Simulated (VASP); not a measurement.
A run of VASP 6.6.1:

The input INCAR:

```
SYSTEM = Hf
ALGO = Fast
EDIFF = 1E-7
EDIFFG = -0.005
ENCUT = 600
IBRION = 2
ISIF = 3
ISMEAR = 0
LASPH = .TRUE.
LCHARG = .FALSE.
LREAL = .FALSE.
LWAVE = .FALSE.
NELM = 100
NSW = 90
PREC = Accurate
SIGMA = 0.1
```

Contents of KPOINTS:

```
k-points
0
G
  12 12 14
  0 0 0
```

File POSCAR:

```
Hf
1.0
    4.9623295400      0.0000000000      0.0000000000
   -2.4811647700      4.2975034500      0.0000000000
    0.0000000000      0.0000000000      3.0862322500
Hf
3
Direct
    0.6666666700      0.3333333300      0.5000000000
    0.3333333300      0.6666666700      0.5000000000
    0.0000000000      0.0000000000      0.0000000000
```

Potentials or basis: VASP PAW LDA potentials, release 64 (Hf_pv).

The run is started by

```sh
$ cat potpaw_LDA.64/Hf_pv/POTCAR > POTCAR
$ mpirun -np 1 vasp_std > vasp.out
```

Hardware: 1 thread of Intel(R) Xeon(R) Platinum 8375C CPU @ 2.90GHz (Ice Lake), with other jobs on the host.

Q: How long does it take, and how much memory?

A: It took 23 min on 1 thread of Intel(R) Xeon(R) Platinum 8375C CPU @ 2.90GHz (Ice Lake), on a shared host, peak memory 0.31 GiB. Counts: scf iterations 71, k points 152, ion steps 6.
